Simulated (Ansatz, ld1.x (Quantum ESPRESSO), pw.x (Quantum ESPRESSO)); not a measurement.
## pw.x on fcc H: one setting changed

Potential: PAW, ld1.x (Quantum ESPRESSO) 7.5, PBE; core none, reference 1s1; waves: 1s (bound): rcut 1.20, rcutus 1.60 bohr; 1s channel at 1.4 Ry: rcut 1.20, rcutus 1.60 bohr; 2p channel at -0.2 Ry: rcut 1.05, rcutus 1.40 bohr; local part: all-electron potential smoothed inside 1.35 bohr (lloc = -2); core correction: none; augmentation: PSQ, inside the norm-conserving radii.

The reference run (k-mesh 18³, cutoffs 40/380 Ry, Fermi–Dirac 0.01 Ry, mixing_beta 0.4, conv_thr 1e-9, no spin) gives 0.47 GPa at 2.975 Å³/atom, where all-electron LAPW gives -0.20 GPa. This run, with its own iteration cap, changes k-mesh points per axis to 3.

```
&control
  calculation='scf', prefix='x', pseudo_dir='./', outdir='./tmp', tstress=.true., disk_io='none'
/
&system
  ibrav=0, nat=1, ntyp=1, ecutwfc=40, ecutrho=380, nbnd=7,
  occupations='smearing', smearing='fd', degauss=0.01
/
&electrons
  conv_thr=1e-09, mixing_beta=0.4, electron_maxstep=60
/
ATOMIC_SPECIES
H 1.0 H.UPF
CELL_PARAMETERS angstrom
  0.00000000 1.14152561 1.14152561
  1.14152561 0.00000000 1.14152561
  1.14152561 1.14152561 0.00000000
ATOMIC_POSITIONS crystal
H 0.0000 0.0000 0.0000
K_POINTS automatic
3 3 3 0 0 0
```

```bash
pw.x < H.scf.in > H.scf.out
```

**Question.** How does the run end?

**Answer.** It converges in 5 iterations; the free energy moves by -539.6 meV/atom and the pressure by -23.30 GPa.

```
Message from routine setup:
     using ibrav=0 with symmetry is DISCOURAGED, use correct ibrav instead
     lattice parameter (alat)  =       3.0507  a.u.
     unit-cell volume          =      20.0763 (a.u.)^3
     number of electrons       =         1.00
     number of Kohn-Sham states=            7
     kinetic-energy cutoff     =      40.0000  Ry
     charge density cutoff     =     380.0000  Ry
     scf convergence threshold =      1.0E-09
     Exchange-correlation= SLA  PW   PBX  PBC
     number of k points=     4  Fermi-Dirac smearing, width (Ry)=  0.0100
     iteration #  1     ecut=    40.00 Ry     beta= 0.40
     total energy              =      -1.11522467 Ry
     estimated scf accuracy    <       0.00006392 Ry
     iteration #  2     ecut=    40.00 Ry     beta= 0.40
     total energy              =      -1.11518014 Ry
     estimated scf accuracy    <       0.00002444 Ry
     iteration #  3     ecut=    40.00 Ry     beta= 0.40
     total energy              =      -1.11518028 Ry
     estimated scf accuracy    <          6.2E-09 Ry
     iteration #  4     ecut=    40.00 Ry     beta= 0.40
     total energy              =      -1.11518028 Ry
     estimated scf accuracy    <          3.7E-09 Ry
     iteration #  5     ecut=    40.00 Ry     beta= 0.40
     the Fermi energy is    -0.2752 ev
!    total energy              =      -1.11518028 Ry
     estimated scf accuracy    <          3.3E-13 Ry
     smearing contrib. (-TS)   =      -0.00249927 Ry
     The total energy is F=E-TS. E is the sum of the following terms:
     one-electron contribution =       0.59664404 Ry
     hartree contribution      =       0.01514276 Ry
     xc contribution           =      -0.66158592 Ry
     ewald contribution        =      -1.06270263 Ry
     one-center paw contrib.   =      -0.00017927 Ry
     convergence has been achieved in   5 iterations
          total   stress  (Ry/bohr**3)                   (kbar)     P=     -228.30
     Message from routine punch:
     Nothing written, as per user request (disk_io='none')
```

The run took about 0.4 s on one core of a shared host (Neoverse-V1, 32 threads, 247 GiB, load 17).
